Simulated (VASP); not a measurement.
Runs of VASP 6.6.1 on TiO2. The typed cell holds 9 atoms: a = 2.968 Å, b = 4.708 Å, c = 7.241 Å, α = 88.08°, β = 78.18°, γ = 90.00°. The cell comes from a database or a generator and needn't be the stable form of this composition.

| level | gap on the mesh (eV) | pressure (GPa) | relaxed volume (Å³/atom) | largest force (eV/Å) |
| --- | --- | --- | --- | --- |
| revPBE+D3(BJ) | 2.28 | 0.0 | (a) | 0.01 |
| RPBE+D3 | 2.24 | 0.1 | 11.17 | 0.02 |
| revPBE+D3 | 2.24 | 0.0 | (c) | 0.01 |
| PBEsol+rVV10 | 2.29 | 0.0 | 10.84 | 0.01 |
| RPBE+D4 | 2.30 | 0.0 | (b) | 0.02 |

Alike in all rows: task relaxation of cell and atoms; potentials or basis VASP PAW PBE potentials, release 64 (Ti_sv, O); no spin polarisation; cell relaxed; k mesh 7 × 5 × 3; cutoff (eV) 600; smearing fermi-dirac 0.05 eV.

Estimate the missing entries.

(a) 10.92; (b) 10.95; (c) 11.05.

Caveats: the PAW data sets were made with another functional, which shifts forces and pressure a little; an odd mesh through Γ misses points on the zone boundary, where band edges often lie.
